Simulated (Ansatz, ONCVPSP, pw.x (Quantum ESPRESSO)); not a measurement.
**What a changed setting does to a pw.x run (fcc Zr)**

Potential: optimised norm-conserving Vanderbilt (ONCV), ONCVPSP 4.0.1.1 (patched build), PBEsol; core [Ar] 3d10, reference 4s2 4p6 4d2 5s2; waves: 4s+5s: rc 2.00 bohr, ncon 4, nbas 8, qcut 5.5 1/bohr, 2 projectors; 4p: rc 1.95 bohr, ncon 3, nbas 6, qcut 6 1/bohr, 2 projectors, debl 0.9 Ha; 4d: rc 1.75 bohr, ncon 4, nbas 9, qcut 6 1/bohr, local; local part: the d channel; core correction: Teter function, fcfact 4.5, rcfact 1.7. In the p channel the program set the typed energies aside and used -1.192, 0.250 Ha.

The reference run (k-mesh 13³, cutoffs 50/200 Ry, Fermi–Dirac 0.01 Ry, mixing_beta 0.4, conv_thr 1e-9, no spin) gives 0.44 GPa at 22.271 Å³/atom, where all-electron LAPW gives 0.28 GPa. This run, with its own iteration cap, changes k-mesh shift to 1.

```
&control
  calculation='scf', prefix='x', pseudo_dir='./', outdir='./tmp', tstress=.true., disk_io='none'
/
&system
  ibrav=0, nat=1, ntyp=1, ecutwfc=50, ecutrho=200, nbnd=14,
  occupations='smearing', smearing='fd', degauss=0.01
/
&electrons
  conv_thr=1e-09, mixing_beta=0.4, electron_maxstep=70
/
ATOMIC_SPECIES
Zr 1.0 Zr.UPF
CELL_PARAMETERS angstrom
  0.00000000 2.23307465 2.23307465
  2.23307465 0.00000000 2.23307465
  2.23307465 2.23307465 0.00000000
ATOMIC_POSITIONS crystal
Zr 0.0000 0.0000 0.0000
K_POINTS automatic
13 13 13 1 1 1
```

```bash
pw.x < Zr.scf.in > Zr.scf.out
```

Question: How does the run end?

Answer: It converges in 7 iterations; the free energy moves by -0.6 meV/atom and the pressure by -0.01 GPa. The result is that of the reference run.

```
Message from routine setup:
     using ibrav=0 with symmetry is DISCOURAGED, use correct ibrav instead
     lattice parameter (alat)  =       5.9678  a.u.
     unit-cell volume          =     150.2922 (a.u.)^3
     number of electrons       =        12.00
     number of Kohn-Sham states=           14
     kinetic-energy cutoff     =      50.0000  Ry
     charge density cutoff     =     200.0000  Ry
     scf convergence threshold =      1.0E-09
     Exchange-correlation= PBESOL
     number of k points=   231  Fermi-Dirac smearing, width (Ry)=  0.0100
     iteration #  1     ecut=    50.00 Ry     beta= 0.40
     total energy              =    -107.03989422 Ry
     estimated scf accuracy    <       0.01461318 Ry
     iteration #  2     ecut=    50.00 Ry     beta= 0.40
     total energy              =    -107.04033993 Ry
     estimated scf accuracy    <       0.00190052 Ry
     iteration #  3     ecut=    50.00 Ry     beta= 0.40
     total energy              =    -107.04059974 Ry
     estimated scf accuracy    <       0.00012247 Ry
     iteration #  4     ecut=    50.00 Ry     beta= 0.40
     total energy              =    -107.04060403 Ry
     estimated scf accuracy    <       0.00000183 Ry
     iteration #  5     ecut=    50.00 Ry     beta= 0.40
     total energy              =    -107.04060442 Ry
     estimated scf accuracy    <       0.00000008 Ry
     iteration #  6     ecut=    50.00 Ry     beta= 0.40
     total energy              =    -107.04060442 Ry
     estimated scf accuracy    <          2.7E-09 Ry
     iteration #  7     ecut=    50.00 Ry     beta= 0.40
     the Fermi energy is    14.4661 ev
!    total energy              =    -107.04060442 Ry
     estimated scf accuracy    <          2.6E-10 Ry
     smearing contrib. (-TS)   =      -0.00634052 Ry
     The total energy is F=E-TS. E is the sum of the following terms:
     one-electron contribution =     -16.39394324 Ry
     hartree contribution      =      13.90208877 Ry
     xc contribution           =     -26.31541155 Ry
     ewald contribution        =     -78.22699788 Ry
     convergence has been achieved in   7 iterations
          total   stress  (Ry/bohr**3)                   (kbar)     P=        4.31
     Message from routine punch:
     Nothing written, as per user request (disk_io='none')
```

The run took about 41 s on one core of a shared host (Intel(R) Xeon(R) Platinum 8259CL CPU @ 2.50GHz, 96 threads, 755 GiB, load 30).
